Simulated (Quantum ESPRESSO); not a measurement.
# Rh (P6_3/mmc) in Quantum ESPRESSO: further runs, part 2 of 2

Quantum ESPRESSO 7.5. Earlier steps stand in the parts before.

## Step 3: Energy-loss spectrum, LDA (volume scaled by 0.96)

Input file pw.in:

```
&CONTROL
  calculation = 'scf'
  prefix = 'pwscf'
  outdir = './tmp'
  pseudo_dir = './pseudo'
  tprnfor = .true.
  tstress = .true.
  disk_io = 'low'
/
&SYSTEM
  ibrav = 0
  celldm(1) = 8
  nat = 2
  ntyp = 1
  ecutwfc = 45
  ecutrho = 360
  nbnd = 22
  occupations = 'smearing'
  smearing = 'mv'
  degauss = 0.00999582
/
&ELECTRONS
  conv_thr = 4d-10
  electron_maxstep = 120
  mixing_beta = 0.5
  diago_david_ndim = 4
/
ATOMIC_SPECIES
Rh   102.9055 rh_lda_v1.4.uspp.F.UPF
CELL_PARAMETERS alat
  0.6363816647553   0.0000000000000   0.0000000000000
 -0.3181908323776   0.5511226882103   0.0000000000000
  0.0000000000000   0.0000000000000   1.0319409847708
ATOMIC_POSITIONS crystal
Rh     0.3333333333    0.6666666667    0.2500000000
Rh     0.6666666667    0.3333333333    0.7500000000
K_POINTS automatic
12 12 6 0 0 0
```

Input file scf2.in:

```
&CONTROL
  calculation = 'scf'
  prefix = 'pwscf'
  outdir = './tmp'
  pseudo_dir = './pseudo'
  tprnfor = .true.
  tstress = .true.
  disk_io = 'low'
/
&SYSTEM
  ibrav = 0
  celldm(1) = 8
  nat = 2
  ntyp = 1
  ecutwfc = 45
  ecutrho = 360
  nbnd = 22
  occupations = 'smearing'
  smearing = 'mv'
  degauss = 0.00999582
/
&ELECTRONS
  conv_thr = 1d-11
  electron_maxstep = 120
  mixing_beta = 0.5
  diago_david_ndim = 4
  startingpot = 'file'
  startingwfc = 'file'
/
ATOMIC_SPECIES
Rh   102.9055 rh_lda_v1.4.uspp.F.UPF
CELL_PARAMETERS alat
  0.6363816647553   0.0000000000000   0.0000000000000
 -0.3181908323776   0.5511226882103   0.0000000000000
  0.0000000000000   0.0000000000000   1.0319409847708
ATOMIC_POSITIONS crystal
Rh     0.3333333333    0.6666666667    0.2500000000
Rh     0.6666666667    0.3333333333    0.7500000000
K_POINTS automatic
12 12 6 0 0 0
```

Input file eels.in:

```
&LR_INPUT
  prefix = 'pwscf'
  outdir = './tmp'
  restart_step = 5000
  restart = .false.
/
&LR_CONTROL
  calculator = 'lanczos'
  approximation = 'TDDFT'
  q1 = 0.4042616107
  q2 = 0
  q3 = 0
  itermax = 400
/
```

Input file spectrum.in:

```
&LR_INPUT
  prefix = 'pwscf'
  outdir = './tmp'
  eels = .true.
  itermax0 = 400
  itermax = 20000
  extrapolation = 'osc'
  epsil = 0.05
  units = 1
  start = 0
  end = 40
  increment = 0.2
/
```

Input file spectrum_short.in:

```
&LR_INPUT
  prefix = 'pwscf'
  outdir = './tmp'
  eels = .true.
  itermax0 = 266
  itermax = 20000
  extrapolation = 'osc'
  epsil = 0.05
  units = 1
  start = 0
  end = 40
  increment = 0.2
/
```

Potentials or basis: GBRV 1.5 LDA.

On the command line:

```
> OMP_NUM_THREADS=1 pw.x -in pw.in > pw.out
> OMP_NUM_THREADS=1 pw.x -in scf2.in > scf2.out
> OMP_NUM_THREADS=1 turbo_eels.x -in eels.in > eels.out
> OMP_NUM_THREADS=1 turbo_spectrum.x -in spectrum.in > spectrum.out
> OMP_NUM_THREADS=1 turbo_spectrum.x -in spectrum_short.in > spectrum_short.out
```

pw.out:

```text
This program is part of the open-source Quantum ESPRESSO suite
     for quantum simulation of materials; please cite
[... 9 lines left out ...]
     --------------------
     sticks:   dense  smooth     PW     G-vecs:    dense   smooth      PW
     Sum         649     313    109                21493     7511    1389

     Using Slab Decomposition

     bravais-lattice index     =            0
     lattice parameter (alat)  =       8.0000  a.u.
     unit-cell volume          =     185.3066 (a.u.)^3
     number of atoms/cell      =            2
     number of atomic types    =            1
     number of electrons       =        30.00
     number of Kohn-Sham states=           22
     kinetic-energy cutoff     =      45.0000  Ry
     charge density cutoff     =     360.0000  Ry
     scf convergence threshold =      4.0E-10
     mixing beta               =       0.5000
     number of iterations used =            8  plain     mixing
     Exchange-correlation=  SLA  PZ   NOGX NOGC
                           (   1   1   0   0   0   0   0)

     celldm(1)=   8.000000  celldm(2)=   0.000000  celldm(3)=   0.000000
     celldm(4)=   0.000000  celldm(5)=   0.000000  celldm(6)=   0.000000

     crystal axes: (cart. coord. in units of alat)
               a(1) = (   0.636382   0.000000   0.000000 )
               a(2) = (  -0.318191   0.551123   0.000000 )
               a(3) = (   0.000000   0.000000   1.031941 )

[... 124 lines left out ...]
     Davidson diagonalization with overlap
     ethr =  1.00E-02,  avg # of iterations =  3.8

     negative rho (up, down):  1.102E-01 0.000E+00
[... 49 lines left out ...]
     iteration #  7     ecut=    45.00 Ry     beta= 0.50
     Davidson diagonalization with overlap
     ethr =  3.23E-10,  avg # of iterations =  2.1

     negative rho (up, down):  1.098E-01 0.000E+00

     End of self-consistent calculation

          k = 0.0000 0.0000 0.0000 (   965 PWs)   bands (ev):

   -25.9001 -25.2511 -25.2511 -25.1440 -25.1440 -25.1419  13.0168  14.9249
    18.0520  18.1343  18.1343  18.6598  18.6598  19.2981  19.2981  21.3565
    21.3565  21.8412  29.7173  37.5601  39.8694  40.4999
[... 153 lines left out ...]
   -25.8681 -25.7989 -25.4202 -25.3757 -25.3071 -25.2874  14.8416  15.3137
    16.3613  16.6412  18.6647  19.5766  20.5367  21.7781  21.8236  21.8987
    22.8295  25.1689  30.6769  30.7062  36.5808  37.0593

          k = 0.0000-0.9072-0.4845 (   936 PWs)   bands (ev):

   -25.8546 -25.8546 -25.3417 -25.3417 -25.3317 -25.3317  15.0626  15.0626
    16.3690  16.3690  19.5293  19.5293  20.8906  20.8906  21.8378  21.8378
    23.8446  23.8446  30.4828  30.4828  38.0099  38.0099

          k = 0.1309 0.2268 0.0000 (   949 PWs)   bands (ev):
[... 283 lines left out ...]
   -25.7419 -25.7419 -25.5852 -25.5852 -25.2809 -25.2809  16.3084  16.3084
    16.8638  16.8638  18.0261  18.0261  19.3245  19.3245  21.4310  21.4310
    28.6984  28.6984  30.8188  30.8188  31.5199  31.5199

     the Fermi energy is    21.2049 ev

!    total energy              =    -342.68219244 Ry
     estimated scf accuracy    <          3.7E-10 Ry
     smearing contrib. (-TS)   =      -0.00032806 Ry
     internal energy E=F+TS    =    -342.68186438 Ry

     The total energy is F=E-TS. E is the sum of the following terms:
     one-electron contribution =     -45.53603570 Ry
     hartree contribution      =      49.68728793 Ry
     xc contribution           =     -59.61601365 Ry
     ewald contribution        =    -287.21710297 Ry

     convergence has been achieved in   7 iterations

     negative rho (up, down):  1.098E-01 0.000E+00

     Forces acting on atoms (cartesian axes, Ry/au):

     atom    1 type  1   force =     0.00000000    0.00000000    0.00000000
     atom    2 type  1   force =    -0.00000000    0.00000000    0.00000000

     Total force =     0.000000     Total SCF correction =     0.000000

     Computing stress (Cartesian axis) and pressure

     negative rho (up, down):  1.098E-01 0.000E+00
          total   stress  (Ry/bohr**3)                   (kbar)     P=      -90.37
  -0.00062986   0.00000000   0.00000000          -92.66        0.00        0.00
   0.00000000  -0.00062986   0.00000000            0.00      -92.66        0.00
  -0.00000000  -0.00000000  -0.00058331           -0.00       -0.00      -85.81

=------------------------------------------------------------------------------=
   JOB DONE.
=------------------------------------------------------------------------------=
```

scf2.out:

```text
This program is part of the open-source Quantum ESPRESSO suite
     for quantum simulation of materials; please cite
[... 9 lines left out ...]
     --------------------
     sticks:   dense  smooth     PW     G-vecs:    dense   smooth      PW
     Sum         649     313    109                21493     7511    1389
[... 663 lines left out ...]
  -0.00062890   0.00000000   0.00000000          -92.51        0.00        0.00
   0.00000000  -0.00062890   0.00000000            0.00      -92.51        0.00
   0.00000000   0.00000000  -0.00058219            0.00        0.00      -85.64

=------------------------------------------------------------------------------=
   JOB DONE.
=------------------------------------------------------------------------------=
```

Wall time 38 min (1 thread of Arm Neoverse V1, shared host); peak memory 1.1 GiB.

Results:

| Quantity | Value |
| --- | --- |
| Free energy | -4662.4287 eV |
| Pressure | -9.0 GPa |
| Band gap on the k mesh | none (metal or under the smearing width) |
| Peak of the energy-loss function | 28.4 eV |

Stress tensor (GPa, compression positive):
```
-9.25  0.00  0.00
 0.00 -9.25  0.00
 0.00  0.00 -8.56
```

Levels at points of the mesh, in eV from the Fermi level:
| k point | band 13 | band 14 | band 15 | band 16 | band 17 | band 18 |
| --- | --- | --- | --- | --- | --- | --- |
| (0.00, 0.00, 0.00) | -2.55 | -1.91 | -1.91 | 0.15 | 0.15 | 0.64 |
| (0.00, 0.00, -0.50) | -3.17 | -3.17 | -0.43 | -0.43 | -0.43 | -0.43 |
| (0.00, -0.50, 0.00) | -2.19 | 0.45 | 0.64 | 0.75 | 3.03 | 5.11 |
| (0.00, -0.50, -0.50) | -0.31 | -0.31 | 0.63 | 0.63 | 2.64 | 2.64 |

Energy-loss function at q = [0.6, 0.0, 0.0] (Å⁻¹, cartesian):
| energy (eV) | loss |
| --- | --- |
| 0.0 | 0.000 |
| 1.8 | 0.013 |
| 3.4 | 0.048 |
| 5.2 | 0.084 |
| 7.0 | 0.186 |
| 8.6 | 0.423 |
| 10.4 | 0.403 |
| 12.2 | 0.345 |
| 13.8 | 0.372 |
| 15.6 | 0.379 |
| 17.4 | 0.380 |
| 19.0 | 0.364 |
| 20.8 | 0.402 |
| 22.4 | 0.563 |
| 24.2 | 0.769 |
| 26.0 | 0.896 |
| 27.6 | 1.121 |
| 29.4 | 1.129 |
| 31.2 | 1.030 |
| 32.8 | 1.134 |
| 34.6 | 1.165 |
| 36.4 | 1.038 |
| 38.0 | 0.840 |
| 39.8 | 0.644 |
